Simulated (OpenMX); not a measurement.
The system is BN.

```
CELL_PARAMETERS angstrom
2.49824 0.00000 0.00000
-1.24912 2.16354 0.00000
0.00000 0.00000 6.63570
ATOMIC_POSITIONS crystal
N 0.66667 0.33333 0.25000
N 0.33333 0.66667 0.75000
B 0.66667 0.33333 0.75000
B 0.33333 0.66667 0.25000
```

Base run:

- Program: OpenMX 3.8.5
- Functional: LDA
- Potentials or basis: OpenMX 2013 LDA set, N6.0-s2p2d1, B7.0-s2p2d1, grid cutoff 400 Ry
- k mesh: 13 × 13 × 5
- Occupations: fermi-dirac, width 0.05 eV
- Spin: no spin polarisation

Its results: band gap on the k mesh 4.16 eV, indirect (least direct gap 4.55 eV); pressure -0.5 GPa; largest force 0.012 eV/Å.

Task: After a change of settings the same cell gave: band gap on the k mesh 4.29 eV, indirect (least direct gap 4.57 eV); pressure -0.5 GPa; largest force 0.012 eV/Å. Which change was it?
A. functional from LDA to PBE; potentials or basis from OpenMX 2013 LDA set, N6.0-s2p2d1, B7.0-s2p2d1, grid cutoff 400 Ry to OpenMX 2013 PBE set, N6.0-s2p2, B7.0-s2p2, grid cutoff 400 Ry
B. k mesh from 13 × 13 × 5 to 9 × 9 × 3
C. functional from LDA to PBE; potentials or basis from OpenMX 2013 LDA set, N6.0-s2p2d1, B7.0-s2p2d1, grid cutoff 400 Ry to OpenMX 2013 PBE set, N6.0-s3p2d2, B7.0-s3p2d2, grid cutoff 400 Ry
D. functional from LDA to PBE; potentials or basis from OpenMX 2013 LDA set, N6.0-s2p2d1, B7.0-s2p2d1, grid cutoff 400 Ry to OpenMX 2013 PBE set, N6.0-s2p2d1, B7.0-s2p2d1, grid cutoff 400 Ry

Result: B.

Caveats: the basis of atomic orbitals isn't converged, which shifts pressures, moduli and gaps; the mesh misses the band edges, which the band path finds closer together (some runs).

Not every run made on this cell is shown here.
